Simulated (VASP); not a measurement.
Set up this calculation in VASP 6.6.1, as the native input.

```yaml
Task: electric field gradients
Functional: PBE
Potentials_or_basis: VASP PAW PBE potentials, release 64 (Ni, Si)
Cutoff: 520 eV
k_mesh: 5 × 5 × 5
Occupations: gaussian, width 0.02 eV
Spin: collinear spin, ferromagnetic start
Starting_moments: "[1.0, 1.0, 1.0, 1.0, 0.0, 0.0, 0.0, 0.0] μB"
Further_INCAR_settings: ALGO = Fast; EDIFF = 1e-08
```

The structure of SiNi lies in POSCAR:

```
SiNi
1.0
    4.5036940000      0.0000000000      0.0000000000
    0.0000000000      4.5036940000      0.0000000000
    0.0000000000      0.0000000000      4.5036940000
Ni Si
4 4
Direct
    0.1495040000      0.1495040000      0.1495040000
    0.6495040000      0.3504960000      0.8504960000
    0.8504960000      0.6495040000      0.3504960000
    0.3504960000      0.8504960000      0.6495040000
    0.8468300000      0.8468300000      0.8468300000
    0.3468300000      0.6531700000      0.1531700000
    0.1531700000      0.3468300000      0.6531700000
    0.6531700000      0.1531700000      0.3468300000
```

The cell is a database's computed one.

One way to write it, as run:

INCAR

```
PREC = Accurate
ENCUT = 520
EDIFF = 1E-8
ISMEAR = 0
SIGMA = 0.02
LREAL = False
LASPH = True
NELM = 150
ALGO = Fast
ISIF = 2
LWAVE = False
LCHARG = False
ISPIN = 2
MAGMOM = 1 1 1 1 0 0 0 0
LORBIT = 11
LMAXMIX = 4
GGA = PE
LEFG = True
```

KPOINTS

```
Automatic mesh
0
Gamma
  5 5 5
```

Potentials or basis: VASP PAW PBE potentials, release 64 (Ni, Si).

Command:

```bash
$ cat potpaw_PBE.64/Ni/POTCAR potpaw_PBE.64/Si/POTCAR > POTCAR
$ mpirun -np 1 vasp_std > vasp.out
```

Results of the run:

```yaml
Pressure: 1.9 GPa
Largest_force: 0.019 eV/Å
Band_gap_on_the_k_mesh: none (metal or under the smearing width)
Net_moment: 0.00 μB per cell
Valence_electrons_inside_the_program's_atomic_spheres: Ni 9.55; Si 1.58
```

Run time: 120 s on 1 thread of Intel(R) Xeon(R) Platinum 8375C CPU @ 2.90GHz (Ice Lake) (shared host), peak memory 0.26 GiB.
